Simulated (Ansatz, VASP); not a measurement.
**Two plane-wave programs on CdS**

```
Cd S
1.0
     4.26117    0.00000    0.00000
    -2.13058    3.69028    0.00000
     0.00000    0.00000    5.80417
Cd S
1 1
Direct
  0.93903 0.87806 0.52022
  0.66667 0.33333 0.43431
```

Alike in both runs: task single point; functional PBE; dispersion D3(BJ); k mesh 9 × 9 × 6; occupations gaussian, width 0.05 eV; no spin polarisation.

|  | VASP | Ansatz |
| --- | --- | --- |
| version | VASP 6.6.1 | Ansatz 0.2.0 |
| potentials or method | VASP PAW PBE potentials, release 64 (Cd, S) | scalar-relativistic, plane waves, PAW |
| plane-wave cutoff (eV) | 520 | 420 |
| valence electrons in the cell | 18 | 26 |

```csv
,VASP,Ansatz,Ansatz less VASP
gap on the k mesh at the Fermi level (eV),1.19,1.18,-0.013
least direct gap on the mesh (eV),1.20,1.19,-0.013
pressure (GPa),3.9,3.6,-0.27
largest component of the traceless stress (GPa),12.21,11.78,-0.425
rms of the force components (eV/Å),3.750,3.648,-0.1010
```

Atom by atom the forces differ by 0.103 eV/Å (rms over components). The two sets of potentials don't hold the same shells in valence.

Caveats: an odd mesh through Γ misses points on the zone boundary, where band edges often lie; forces of over 1 eV/Å show positions far from the minimum, so gaps and moduli don't describe the material at rest.
